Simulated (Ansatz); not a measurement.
# Te2Mo monolayer (2H): phonons and vibrational spectra, part 3 of 3

Task: relax Te2Mo monolayer (2H), then find its harmonic phonons.

Ansatz 0.2.0; DFT PBEsol, scalar-relativistic, plane waves, PAW.

So far. Step 3 (Relaxing to small forces for the phonons): The largest force component left is 0.31 meV/Å, within the tolerances set. Step 4 (Linear response at the zone centre): Before it was imposed, the acoustic sum rule was missed by 2.8e-4 eV/Å² and the charge sum rule by 0.0016 e. Small misses are needed for a sound result but don't prove that mesh and cutoff are converged. The lowest optical mode is real, 118 cm⁻¹.

## Step 5: Response at finite wavevector

Stability and thermal properties need the whole zone. Linear response on a 4×4×1 q mesh gives force constants as far as a supercell of that size would, and the tensors from the zone-centre run are typed in so that the long-range dipole term is interpolated apart.

input.yaml

```yaml
crystal:
  lattice:
    - [3.4910244556, 0.0, 0.0]
    - [-1.7455122278, 3.0233158638, 0.0]
    - [0.0, 0.0, 31.0]
  atoms:
    - { symbol: Mo, position: [0.3333333333, 0.6666666667, 0.3225806452] }
    - { symbol: Te, position: [0.6666666667, 0.3333333333, 0.3807550783] }
    - { symbol: Te, position: [0.6666666667, 0.3333333333, 0.2644062121] }
  periodic: [true, true, false]
kpoints:
  mp_grid: { grid: [12, 12, 1] }
hamiltonian:
  xc: pbesol
scf:
  occupations: { method: fixed }
output:
  eigenvalues: true
phonons:
  method: dfpt
  qmesh: [4, 4, 1]
  temperatures: { t_max: 1000, t_step: 50 }
  qpath:
    path:
      - [0.0, 0.0, 0.0]
      - [0.5, 0.0, 0.0]
      - [0.33333333, 0.33333333, 0.0]
      - [0.0, 0.0, 0.0]
    npoints: 10
  isolated: true
  non_analytic_term:
    high_frequency_dielectric_tensor: [[5.1464, 0.0, 0.0], [0.0, 5.1464, 0.0], [0.0, 0.0, 1.203]]
    born_effective_charges:
      - { species: Mo, tensor: [[-3.3123, 0.0, 0.0], [0.0, -3.3123, 0.0], [0.0, 0.0, -0.159]] }
      - { species: Te, tensor: [[1.6562, 0.0, 0.0], [0.0, 1.6562, 0.0], [0.0, 0.0, 0.0795]] }
      - { species: Te, tensor: [[1.6562, 0.0, 0.0], [0.0, 1.6562, 0.0], [0.0, 0.0, 0.0795]] }
    source: "zone-centre run at this cell"
```

On the command line:

```sh
> ansatz run input.yaml --threads 8 --pin off --max-ram 14336MiB --backend cpu --events-out ev --progress --plain --runs-dir out
```

Numbers of over 12 decimals in the logs are rounded to 6 here.

The log of the run:

```text
Warning: phonons: the dynamical matrix that this run interpolates holds no multipole term above the dipole-dipole one, and a site of this crystal is no centre of inversion, so its interpolated transverse optical and acoustic branches and sound speeds can stay off near Gamma, and the density of states and the thermodynamics with them. What a run solves at a wave vector of phonons.qpoints, Gamma apart, where the deck admits one, is free of this, and under fd what a larger phonons.supercell samples
[...]
Crystal: 3 atoms, lattice volume = 327.189 Å³
Basis set: ecut = 420 eV, 6373 PW (Γ), exchange–correlation on 48×48×432 points (8 copies of the dense FFT grid, shifted against one another)
Bands: 28, of which v1, the nominal top of the filled ones, is band 23 counted from 1 (22 counted from 0)
Symmetry: 12 space group operations
k-points: 19 of 144 (irreducible under 6 space group operations, time reversal used)
[...]
SCF iter   1: F=—  HF=-18701.273422 eV  |F-HF|=—  |Δ(HF+E_count)|=         —  Δρ=2.73e-3  dr2=1.31e-2  ethr=1.77e-3  ⟨swp⟩=7.7  Hψ=2574  notcnv=0  defer=54
[...]
SCF iter  11: F=-18701.276514 eV  HF=-18701.276514 eV  |F-HF|=5.09e-11  |Δ(HF+E_count)|=  3.64e-11  Δρ=1.64e-8  dr2=1.25e-12  ethr=1.00e-12  ⟨swp⟩=26.3  Hψ=5381  notcnv=0
SCF 1 converged in 11 iterations: F = -18701.276514 eV  dr2 = 1.25e-12
[...]
NSCF: frozen V_eff on 19 k-points
[...]
DFPT response loops at q = (0, 0, 0) (fractional): preconditioner auto → none (the input reference at scf.mixing.eps_inf says where Resta's filter doesn't serve); β = 0.50; Broyden in place of MSR1
[...]
SCF converged after 11 iterations
Free energy (F): -18701.276514 eV
[...]
Internal energy: -18701.276514 eV  (E = F + TS)
E sigma→0 (E₀):  -18701.276514 eV
Fermi energy:    -4.926741 eV
[...]
--- Band table (eV; the first three rows and the last of 19) ---
  k-point 0: bands = [... 19 lower, -6.5582, -5.7537, -5.7537, -5.4935, -1.6543 (-1.6543°), -1.6543 (-1.6543°), -1.3574, -1.3574, ... 1 higher]
  k-point 1: bands = [... 19 lower, -6.4739, -5.8862, -5.6811, -5.4943, -2.0780, -1.9605, -1.5804 (-1.5804°), -1.5729, ... 1 higher]
  k-point 2: bands = [... 19 lower, -6.2352, -6.2115, -5.7446, -5.5561, -2.8843, -2.6299, -2.0896, -1.3979, ... 1 higher]
  k-point 18: bands = [... 19 lower, -7.9780, -7.8625, -6.6998, -4.9267, -3.7237, -3.0730, -2.2475, -0.6533, ... 1 higher]
  ° read free of the cell's end (the report's vacuum.weakly_bound_levels)
--- Phonons (Γ-DFPT): 6 representative perturbations + reference (Σ response iterations 24) ---
  ASR residual: 8.053e-5 → 0.000e0 eV/Å²; symmetrization residual: 4.939e-5 eV/Å²
[...]
ASR residual per site (eV/Å²): 8.05e-5 2.97e-5 2.54e-5
  Γ frequencies (cm⁻¹): 0.00 0.00 0.00 118.18 118.18 173.33 238.21 238.21 295.28
--- Phonons (arbitrary-q DFPT): 4 irreducible q on the 4×4×1 mesh ---
  q = [0.0000, 0.0000, 0.0000] (star 1, of the zone-centre solve; hermiticity 4.42e-6, symmetrization 2.15e-12, taken by the last average 8.94e-8): -0.00 0.00 0.00 118.18 118.18 173.33 238.21 238.21 295.28
  q = [0.0000, 0.2500, 0.0000] (star 6, 9 solved perturbations on 78 of 144 k-point pairs; hermiticity 2.42e-6, symmetrization 2.92e-8, taken by the last average 4.51e-7): 53.63 59.44 92.89 126.06 145.19 160.81 239.97 247.01 278.78
[...]
q = [0.2500, 0.2500, 0.0000] (star 6, 6 solved perturbations in 666 linear systems a pass and spin channel, the states on 144 of 144 k-point pairs; hermiticity 4.32e-6, symmetrization 2.87e-10, taken by the last average 6.15e-7): 77.77 94.26 102.60 142.80 150.57 155.59 228.81 255.36 263.07
  sum rule: each row above includes the acoustic sum rule's correction from the zone centre's row sums; it moved no ω² by more than (0.48 cm⁻¹)²
  mesh force constants: q→R imaginary residual 2.06e-18; ASR residual 8.053e-5 → 0.000e0 eV/Å²; symmetrization residual 1.421e-14 eV/Å²
  interpolated dispersion: 31 rows × 9 modes
  density of states and harmonic sums: on the 20×20×1 q-mesh, interpolated from the force constants of a 4×4×1 supercell (with the dipole–dipole term of supplied tensors)
  largest difference from the sums on the solved wave vectors: F 5.76e-2 eV, S 7.31e-5 and C_V 1.55e-5 eV/K
  zero-point energy: 0.088754 eV/cell   skipped modes (ω ≤ 0): 3   left out of the sums: 8.33e-4 of the cell's modes: C_V's classical limit lies that fraction below 3 k_B per atom; for a crystal, a wire or a layer, F and S can be off by more, and a phonons.interpolated_qmesh denser along its periods is the remedy for the sampling
```

Wall time 4.5 min (8 threads of AMD EPYC 7R43, shared host); peak memory 3.2 GiB; 34 min of CPU time.

This step gave:

* sum-rule residual before enforcement: 8.05e-5 eV/Å²
* lowest frequency on the path: 0 cm⁻¹
* highest frequency on the path or at a solved wavevector: 295.3 cm⁻¹
* mean frequency: 159.1 cm⁻¹
* lowest mode on the q mesh (acoustic modes at Γ apart): 53.63 cm⁻¹
* zero-point energy per atom: 29.58 meV
* heat capacity at 300 K: 23.54 J/(mol atoms K)
* vibrational entropy at 300 K: 35.69 J/(mol atoms K)
* edges of the widest gap between branches, on path and mesh: 173.3, 225.5 cm⁻¹

Frequencies (cm⁻¹) solved at each irreducible wavevector; negative means imaginary. Frequencies by wavevector, by row:

```tsv
q in reciprocal lattice units	star	mode 1	mode 2	mode 3	mode 4	mode 5	mode 6	mode 7	mode 8	mode 9
0 0 0	1	0	0	0	118.2	118.2	173.3	238.2	238.2	295.3
0 0.25 0	6	53.6	59.4	92.9	126.1	145.2	160.8	240	247	278.8
0 -0.5 0	3	76.9	102.2	104.8	132.3	152.2	162.7	235.5	245.3	262.7
0.25 0.25 0	6	77.8	94.3	102.6	142.8	150.6	155.6	228.8	255.4	263.1
```

Interpolated from a 4×4×1 q mesh, with the LO-TO term (at Γ the limit along the path; where Γ stands inside the path, tables give the limit on arrival). The phonon branches at the labelled points (cm⁻¹):

```tsv
point	branch 1	branch 2	branch 3	branch 4	branch 5	branch 6	branch 7	branch 8	branch 9
Γ	0	0	0	118	118	173	238	238	295
halfway	54	59	93	126	145	161	240	247	279
M	77	102	105	132	152	163	236	245	263
halfway	76	103	104	142	150	158	229	254	261
K	61	105	117	147	150	152	226	259	259
halfway	63	75	92	131	148	158	237	249	275
Γ	0	0	0	118	118	173	238	238	295
```

The phonon branches as a text plot (rows in cm⁻¹):

```
    289 |*********                                       ********
    277 |         ****                              *****
    265 |             ******************************
    252 | **********           *********   *********************
    240 |**********************                     *************
    228 |                      *********************
    215 |
    203 |
    191 |
    178 |***                                                 ****
    166 |   ********    **********                    *******
    154 |           **********************************
    141 |       ****            ***************************
    129 |   ********************                    *********
    117 |*******                     ********              ******
    105 |           ***************************
     92 |         **    **                   *********
     80 |       **    **************           **********
     68 |     **    ****            *****  ****     *******
     55 |       ****                     **                **
     43 |   ******                                    *****
     31 |   ****                                         *******
     18 | ****                                             *****
      6 |***                                                 ****
         Γ                   M           K                      Γ
```

Tetrahedra on a 20×20×1 mesh, mean over bins of 5 cm-1. Interpolated from a 4×4×1 q mesh. Phonon density of states against wavenumber; read off at these points:

```tsv
wavenumber (cm⁻¹)	phonon density of states (1/cm⁻¹/cell)
2	0.0017
12	0.00474
18	0.00594
28	0.00826
32	0.00933
42	0.0121
52	0.0155
58	0.0180
68	0.0339
72	0.0463
78	0.0842
82	0.0344
92	0.0380
98	0.0576
102	0.120
108	0.0128
112	0.00965
122	0.0302
132	0.0634
138	0.0446
148	0.0678
152	0.118
162	0.0492
168	0.0167
178	0
188	0
192	0
202	0
208	0
218	0
228	0.0398
232	0.0573
238	0.0893
242	0.0162
248	0.123
258	0.0341
268	0.0367
272	0.0244
282	0.0159
288	0.0136
298	1.3e-4
```

The partial phonon density of states has structure finer than the step of the table below, so its rows give means over 10 cm⁻¹, whole bins alone (the curve runs from -10 to 314 cm⁻¹). Peaks (cm⁻¹: height): Mo 77.7: 0.0178, 102.1: 0.0234, 238.7: 0.0636, 248.9: 0.0619, 263.2: 0.0519; Te 77.7: 0.0477, 102.1: 0.0800, 132.7: 0.0587, 151.1: 0.122, 159.2: 0.100, 238.7: 0.0233.

Phonopy on the run's constants, 19x19x1 mesh, Gaussian sigma 2.3 cm-1. Interpolated from a 4×4×1 q mesh. Table of partial phonon density of states by wavenumber; means over each step; values in 1/cm⁻¹/cell:

```tsv
wavenumber (cm⁻¹)	Mo	Te
0	4.8e-4	0.00129
10	0.00116	0.00323
20	0.00177	0.00509
30	0.00192	0.00573
40	0.00289	0.00869
50	0.00333	0.0106
60	0.00641	0.0176
70	0.0110	0.0291
80	0.0150	0.0404
90	0.00815	0.0255
100	0.0180	0.0613
110	0.00397	0.0168
120	2.0e-4	0.0216
130	1.0e-4	0.0499
140	1.8e-4	0.0444
150	1.7e-4	0.0928
160	4.1e-4	0.0769
170	1.4e-4	0.0134
180	2.1e-6	5.0e-4
190	0	0
200	0	0
210	0	0
220	0.00255	0.00186
230	0.0284	0.0153
240	0.0509	0.0190
250	0.0518	0.0156
260	0.0422	0.00947
270	0.0261	0.00665
280	0.0133	0.00398
290	0.00862	0.00297
300	0.00101	3.7e-4
```

Harmonic thermodynamic functions per atom, from the density of states. Interpolated from a 4×4×1 q mesh. Thermodynamic functions, by row:

```tsv
T (K)	F_vib (meV/atom)	S (J/mol-atom/K)	C_V (J/mol-atom/K)
0	29.58	0	0
100	24.3	12.9	16.3
200	3.45	26.43	22
300	-29.01	35.69	23.54
400	-69.72	42.56	24.12
500	-116.7	47.97	24.41
600	-168.8	52.44	24.56
700	-225.2	56.23	24.66
800	-285.2	59.53	24.72
900	-348.5	62.44	24.76
1000	-414.6	65.05	24.79
```

Symmetry leaves 4 wavevectors to solve. The lowest mode among them, the acoustic zeros apart, lies at q = (0, 0.25, 0) and is real, 53.6 cm⁻¹.

## Step 6: Another isotope, element Mo, natural mass 95.95 amu

An isotope changes the mass and not the force constants, so no new electronic calculation is needed; the shifts show which modes move this element.

The same force constants with the mass of Mo changed from 95.950 to 99.907 u (phonopy, no LO-TO term). Both lists are sorted by frequency; levels can cross, so a row need not hold one and the same mode. Modes under 3 cm⁻¹ are left out. Isotope shifts, by row:

```tsv
q	rank	natural mass (cm⁻¹)	changed mass (cm⁻¹)
0 0 0	4	118.2	118.2
0 0 0	5	118.2	118.2
0 0 0	6	173.3	173.3
0 0 0	7	238.2	234.8
0 0 0	8	238.2	234.8
0 0 0	9	295.3	291
0 0.25 0	1	53.63	53.39
0 0.25 0	2	59.44	59.16
0 0.25 0	3	92.89	92.36
0 0.25 0	4	126.1	126.1
0 0.25 0	5	145.2	145.2
0 0.25 0	6	160.8	160.8
0 0.25 0	7	240	236.3
0 0.25 0	8	247	243.5
0 0.25 0	9	278.8	274.5
0 -0.5 0	1	76.92	76.56
0 -0.5 0	2	102.2	101.6
0 -0.5 0	3	104.8	104.4
0 -0.5 0	4	132.3	132.3
0 -0.5 0	5	152.2	152.2
0 -0.5 0	6	162.7	162.7
0 -0.5 0	7	235.5	231.8
0 -0.5 0	8	245.3	241.8
0 -0.5 0	9	262.7	258.4
0.25 0.25 0	1	77.77	77.13
0.25 0.25 0	2	94.26	93.9
0.25 0.25 0	3	102.6	102.2
0.25 0.25 0	4	142.8	142.8
0.25 0.25 0	5	150.6	150.6
0.25 0.25 0	6	155.6	155.6
0.25 0.25 0	7	228.8	226.1
0.25 0.25 0	8	255.4	251.1
0.25 0.25 0	9	263.1	258.8
```

A mode of this element alone would shift by -2.00 %. The highest zone-centre frequency without the field goes from 295.3 to 291.0 cm⁻¹ (-1.4 %). The product of the frequency ratios over all optical modes at Γ is 0.957; the product rule, (m/m′)^(3k/2) (M′/M)^(3/2) with k = 1 such atoms and M the mass of the cell, gives 0.957.

## Step 7: Another isotope, element Te, natural mass 127.6 amu

The same for Te, from 127.60 to 129.91 u.

A mode of this element alone would shift by -0.89 %. The highest zone-centre frequency without the field goes from 295.3 to 294.6 cm⁻¹ (-0.2 %). The product of the frequency ratios over all optical modes at Γ is 0.967; the product rule, (m/m′)^(3k/2) (M′/M)^(3/2) with k = 2 such atoms and M the mass of the cell, gives 0.966.

## Step 8: Outcome

```
space group after relaxation (within 0.01 Å)            : P-6m2
area per atom                                           : 3.52 Å²
gap on the k-mesh                                       : 1.20 eV
highest optical mode at the zone centre (no LO-TO term) : 295 cm⁻¹
lowest optical zone-centre mode                         : 118 cm⁻¹
largest Born charge (third of the trace)                : -2.26 e
lowest mode on the q mesh (acoustic modes at Γ apart)   : 53.6 cm⁻¹
highest frequency on the path or at a solved wavevector : 295 cm⁻¹
zero-point energy per atom                              : 29.6 meV
heat capacity at 300 K                                  : 23.5 J/(mol atoms K)
vibrational entropy at 300 K                            : 35.7 J/(mol atoms K)
imaginary modes on the 4×4×1 q mesh                     : none
```

What this shows: The structure is a minimum as far as tested: no mode is imaginary at the 4 irreducible wavevectors of the 4×4×1 mesh, and the softest away from the acoustic zeros lies at 54 cm⁻¹. Without the field, the optical modes at Γ span 118 to 295 cm⁻¹. The highest mode in this list at Γ, 295.3 cm⁻¹, is mostly motion of Mo (73 % of the kinetic energy). The strongest infrared line is at 238 cm⁻¹. Averaged over orientations, the strongest Raman line at 532 nm and 300 K is at 173 cm⁻¹. The tensors are the static, non-resonant ones, while 532 nm light (2.33 eV) lies above the computed gap. On the path and the mesh, the widest gap between branches runs from 173 to 226 cm⁻¹. In a sheet or slab the interpolated bending branch near Γ is rough, since the rotational sum rule isn't imposed. Dielectric tensors refer to the cell with its vacuum. Spin-orbit coupling is left out, which can matter for the heavy elements here. The starting cell was built on a prototype and not taken from a measurement. These are harmonic frequencies at zero temperature: anharmonic shifts, linewidths and thermal expansion are left out.

[Logs are printed without paths, hosts, clocks, repeated set-up lines and the standing remarks that a program may print on its own settings, such as how far it seeks lower states.]

[Hosts, paths, dates, database ids (printed as entryN), source tags and the programs' standing remarks are cut or masked in the printed files.]
